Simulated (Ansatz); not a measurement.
**SiO2 (I4/mcm) from LDA to hybrids**

All numbers come from the plane-wave code Ansatz. The values are computed, spin-unpolarised, and not measurements.

Structure: SiO2 (started from an entry of an open crystallographic database), at its r2SCAN+rVV10 minimum. The symmetry is I4/mcm (No. 140, tetragonal); a = 5.615 Å, c = 4.690 Å in the conventional setting, 12.32 Å³ an atom. Si is surrounded by 4 O at 1.66 Å and 2 Si at 2.35 Å; O is surrounded by 2 Si at 1.66 Å.

```
Si O
1.0
    -2.80590    2.80878    2.34521
     2.80590   -2.80878    2.34521
     2.80590    2.80878   -2.34521
Si O
2 4
Direct
  0.25000 0.25000 0.00000
  0.75000 0.75000 0.00000
  0.14731 0.85244 0.99975
  0.64731 0.64756 0.29486
  0.35269 0.35244 0.70514
  0.85269 0.14756 0.00025
```

Gaps on the r2SCAN+rVV10 cell, each the least over its mesh and the special points:
```tsv
level	k mesh	gap (eV)	kind	edges	least direct gap (eV)
LDA	8×8×8	4.80	indirect	X → Γ	5.32
PBE	8×8×8	4.99	indirect	X → Γ	5.50
r2SCAN	8×8×8	5.71	indirect	X → Γ	6.24
HSE06	4×4×4	6.83	indirect	X → Γ	7.39
DDH-PBE0	4×4×4	9.03	indirect	X → Γ	9.62
PBE0	4×4×4	7.59	indirect	X → Γ	8.16
Hartree-Fock	4×4×4	15.79	indirect	X → Γ	16.50
G0W0@PBE (220 empty bands, 120 eV, 4×4×4)	4×4×4	7.81	–	X → Γ (mesh)	–
```
PBE: smearing of 0.02 eV; the others have fixed occupations.
Wave cutoffs: 420 eV, 500 eV (r2SCAN).
The G0W0 gap is PBE's gap over the path plus the quasiparticle shift read on the mesh. The G0W0 figures hold for the stated bands, cutoff and mesh and aren't extrapolated.

HSE06 gives an indirect gap of 6.83 eV, from X to Γ; the least direct gap is 7.39 eV at Γ.

r2SCAN covers 39 % of the step from PBE to HSE06. Among these functionals the gap stays indirect.

r2SCAN (ground state on 6×6×6): The clamped-ion dielectric constant comes out as 2.34 along x and y, 2.82 along z. Born charges, averaged over directions: Si +2.96, O -1.48 e. PBE (ground state on 6×6×6): The electronic dielectric tensor ε∞ is 2.42 along x and y, 2.96 along z. Born charges, averaged over directions: Si +2.94, O -1.47 e.

The meshes of the hybrids are coarse, so their gaps aren't converged to the digits shown.
